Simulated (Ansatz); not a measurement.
# Se: the cost of one run

Method: DFT PBE, scalar-relativistic, plane waves, PAW, in Ansatz 0.2.0.

**1. Starting point**

Symmetry: P6/mmm, No. 191, hexagonal system. The conventional cell has a = 7.178 Å, b = 7.178 Å, c = 3.271 Å, α = 90.00°, β = 90.00°, γ = 120.00°. Se (site symmetry mm2) has 4 Se at 2.36 to 2.42 Å as nearest neighbours. Se (site symmetry -6m2) is surrounded by 6 Se at 2.42 Å.

Coordinates:

```xyz
8
Lattice="7.1781 0.0000 0.0000 -3.5890 6.2164 0.0000 0.0000 0.0000 3.2713" Properties=species:S:1:pos:R:3 pbc="T T T"
Se    5.1323    1.1811    1.6356
Se    3.5890    3.8542    1.6356
Se    2.0458    1.1811    1.6356
Se   -1.5433    5.0353    1.6356
Se    0.0000    2.3622    1.6356
Se    1.5433    5.0353    1.6356
Se    0.0000    4.1443    0.0000
Se    3.5890    2.0721    0.0000
```

The cell is invented: 4-, 6-connected net of one element (P6/mmm, No. 191). Lengths come from tabulated atomic sizes and are only a guess.

**2. Probe: one point on a coarse mesh**

File input.yaml:

```yaml
crystal:
  lattice:
    - [7.17808574, 0.0, 0.0]
    - [-3.58904287, 6.2164046, 0.0]
    - [0.0, 0.0, 3.27129712]
  atoms:
    - { symbol: Se, position: [0.8099998, 0.1900002, 0.5] }
    - { symbol: Se, position: [0.8099998, 0.6199996, 0.5] }
    - { symbol: Se, position: [0.3800004, 0.1900002, 0.5] }
    - { symbol: Se, position: [0.1900002, 0.8099998, 0.5] }
    - { symbol: Se, position: [0.1900002, 0.3800004, 0.5] }
    - { symbol: Se, position: [0.6199996, 0.8099998, 0.5] }
    - { symbol: Se, position: [0.33333333, 0.66666667, 0.0] }
    - { symbol: Se, position: [0.66666667, 0.33333333, 0.0] }
basis:
  ecutwfc: 420
kpoints:
  mp_grid: { grid: [3, 3, 6] }
hamiltonian:
  xc: pbe
scf:
  occupations: { method: gaussian, width: 0.1 }
  lower_state_search: "off"
output:
  forces: true
  stress: true
  eigenvalues: true
```

Launch:

```
$ ansatz run input.yaml --threads 1 --pin off --max-ram 2560MiB --backend cpu --events-out ev --progress --plain --runs-dir out
```

Q: Estimate wall time and peak memory on 1 thread of Arm Neoverse V2, shared host.

About 7 s, with a peak of 0.42 GiB.
